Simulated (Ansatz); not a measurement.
# Hf2S: the cost of one run

Method: DFT PBEsol, scalar-relativistic, plane waves, PAW, in Ansatz 0.2.0.

1 further run of the same task is left out (set aside as unsound or not needed). Runs told in other sessions of the task aren't counted.

### Step 1. Starting point

The structure is hexagonal, space group P6_3/mmc (No. 194). The conventional cell has a = 3.347 Å, b = 3.347 Å, c = 11.664 Å, α = 90.00°, β = 90.00°, γ = 120.00°. Hf (site symmetry 3m) is surrounded by 3 S at 2.60 Å. Around S (site symmetry -6m2) lie 6 Hf at 2.60 Å.

Structure file:

```cif
data_structure
_symmetry_space_group_name_H-M 'P6_3/mmc'
_symmetry_Int_Tables_number 194
_cell_length_a 3.3465
_cell_length_b 3.3465
_cell_length_c 11.6642
_cell_angle_alpha 90.000
_cell_angle_beta 90.000
_cell_angle_gamma 120.000
_cell_volume 113.13
loop_
_atom_site_label
_atom_site_type_symbol
_atom_site_symmetry_multiplicity
_atom_site_Wyckoff_symbol
_atom_site_fract_x
_atom_site_fract_y
_atom_site_fract_z
_atom_site_occupancy
Hf1 Hf 4 f 0.66667 0.33333 0.89862 1
S1 S 2 b 0.00000 0.00000 0.75000 1
```

It goes back to an entry of the Materials Project, which need not be the stable form.

This cell was relaxed beforehand with the same method: volume 18.85 Å³/atom, gap on the mesh none (metal).

### Step 2. The reference cell

Reference values: F = -64168.5495 eV; pressure 0.01 GPa; largest force 0.024 eV/Å; gap on the mesh none (metal). It was computed beforehand with the settings of the runs below.

### Step 3. Zone-centre phonons by finite displacements

The input, input.yaml:

```yaml
crystal:
  lattice:
    - [3.3465310252, 0.0, 0.0]
    - [-1.6732655126, 2.8981808824, 0.0]
    - [0.0, 0.0, 11.6642358425]
  atoms:
    - { symbol: Hf, position: [0.6666666667, 0.3333333333, 0.8986176343] }
    - { symbol: Hf, position: [0.3333333333, 0.6666666667, 0.3986176343] }
    - { symbol: Hf, position: [0.6666666667, 0.3333333333, 0.6013823657] }
    - { symbol: Hf, position: [0.3333333333, 0.6666666667, 0.1013823657] }
    - { symbol: S, position: [0.0, 0.0, 0.75] }
    - { symbol: S, position: [0.0, 0.0, 0.25] }
basis:
  ecutwfc: 420
kpoints:
  mp_grid: { grid: [18, 18, 4] }
hamiltonian:
  xc: pbesol
scf:
  occupations: { method: gaussian, width: 0.15 }
output:
  eigenvalues: true
phonons:
  method: fd
  supercell: [1, 1, 1]
  amplitude: 0.02
  eigenvectors: true
  dielectric: false
```

Launch:

```bash
$ ansatz run input.yaml --threads 2 --pin off --max-ram 5120MiB --backend cpu --events-out ev --progress --plain --runs-dir out
```

Q: Estimate wall time and peak memory on 2 threads of Intel Xeon 6975P-C (Granite Rapids), shared host.

About 3.8 min, with a peak of 2.8 GiB.
